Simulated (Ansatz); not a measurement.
NbP:

```
Nb P
1.0
    -1.67492    1.67492    5.74011
     1.67492   -1.67492    5.74011
     1.67492    1.67492   -5.74011
Nb P
2 2
Direct
  0.24988 0.74988 0.50000
  0.49988 0.49988 0.00000
  0.83275 0.33275 0.50000
  0.08275 0.08275 0.00000
```

The cell is a database's computed one.

| Property | Result |
| --- | --- |
| Program | Ansatz 0.2.0 |
| Task | relaxation of cell and atoms |
| Functional | LDA |
| Potentials or basis | Ansatz PAW |
| Cutoff | 420 eV (not typed: the program's choice for these potentials) |
| k mesh | 11 × 11 × 11 |
| Occupations | fermi-dirac, width 0.05 eV |
| Spin | no spin polarisation |

At the start: volume 16.10 Å³/atom.

Task: How do energy, volume and symmetry change on relaxing?

Result: It ends after 6 steps and the volume is 15.32 Å³/atom (-4.8 %); space group I4_1md (No. 109, to 0.05 Å).

The path:
```tsv
step	energy change (eV)	largest force (eV/Å)	volume (Å³)
1	0.0000	0.0151	64.41
2	-0.0425	0.0041	59.13
3	-0.0953	0.0037	61.46
4	-0.0957	0.0018	61.29
5	-0.0957	0.0004	61.29
6	-0.0952	0.0004	61.29
```

Final structure:
```cif
data_structure
_symmetry_space_group_name_H-M 'P 1'
_symmetry_Int_Tables_number 1
_cell_length_a 6.0826
_cell_length_b 6.0826
_cell_length_c 6.0826
_cell_angle_alpha 148.487
_cell_angle_beta 148.487
_cell_angle_gamma 45.167
_cell_volume 61.29
loop_
_atom_site_label
_atom_site_type_symbol
_atom_site_fract_x
_atom_site_fract_y
_atom_site_fract_z
_atom_site_occupancy
Nb1 Nb 0.25020 0.75020 0.50000 1
Nb2 Nb 0.50020 0.50020 0.00000 1
P1 P 0.83243 0.33243 0.50000 1
P2 P 0.08243 0.08243 0.00000 1
```

Caveat: the plane-wave basis is chosen anew once the cell has moved, so the energies of steps on either side of that aren't comparable; the PAW data sets come from PBE, with cores solved anew for the run's functional, which leaves a small shift of forces and pressure.
